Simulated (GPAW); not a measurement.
Runs of GPAW 26.7.0 on BaTiO3 (Barioperovskite). The structure is orthorhombic, space group Amm2 (No. 38). Conventional cell: a = 3.986 Å, b = 5.674 Å, c = 5.690 Å, α = 90.00°, β = 90.00°, γ = 90.00°. Ba (site symmetry mm2) is surrounded by 12 O at 2.77 to 2.92 Å. Ti (site symmetry mm2) has 6 O at 1.93 to 2.09 Å as nearest neighbours. O (site symmetry m) has 2 Ti at 1.93 to 2.09 Å as nearest neighbours. O (site symmetry mm2) is surrounded by 2 Ti at 2.00 Å. 

| task | level | potentials or basis | cell | k mesh | cutoff (eV) | smearing | eigensolver | optimizer | fmax | max steps | response ecut | gap on the mesh (eV) | pressure (GPa) | largest force (eV/Å) |
| --- | --- | --- | --- | --- | --- | --- | --- | --- | --- | --- | --- | --- | --- | --- |
| relaxation of cell and atoms | BLYP+D4 | PAW data sets generated in the run's folder for this functional, pw | relaxed | 4 × 4 × 4 | 800 | fermi-dirac 0.05 eV | davidson | BFGS | 0.02 eV/Å | 40 | - | 2.42 | 0.0 | 0.01 |
| single point | LDA | PAW data sets generated in the run's folder for this functional, pw | as given | 7 × 7 × 7 | 800 | fermi-dirac 0.05 eV | - | - | - | - | - | (c) | -7.3 | 0.31 |
| dielectric tensor | LDA | the program's PAW data sets (release 1.2.1) made for this functional, pw | as given | 6 × 6 × 6 | 600 | fermi-dirac 0.001 eV | - | - | - | - | 80 eV | 1.80 | - | - |
| band structure | r2SCAN | GPAW PAW data sets (gpaw-data 1.2.1), pw | as given | 5 × 5 × 5 | 800 | fermi-dirac 0.05 eV | - | - | - | - | - | (b) | 0.6 | (a) |

Alike in all rows: no spin polarisation.

Problem. Fill in the values left out.

Solution. (a) 0.29; (b) 2.39; (c) 1.87.

Caveats: spin-orbit coupling is left out, which moves the levels of the heavy elements; later steps reuse the first step's grids (some runs); an odd mesh through Γ misses points on the zone boundary, where band edges often lie (some runs); the long-wavelength limit can be off by several per cent where d states take part (some runs); the PAW data sets were made with another functional, which shifts forces and pressure a little (some runs); the mesh misses the band edges, which the band path finds closer together (some runs).

A k mesh can miss the band edges, and the runs leave out spin-orbit coupling on Ba.

Not every run made on this cell is shown here.
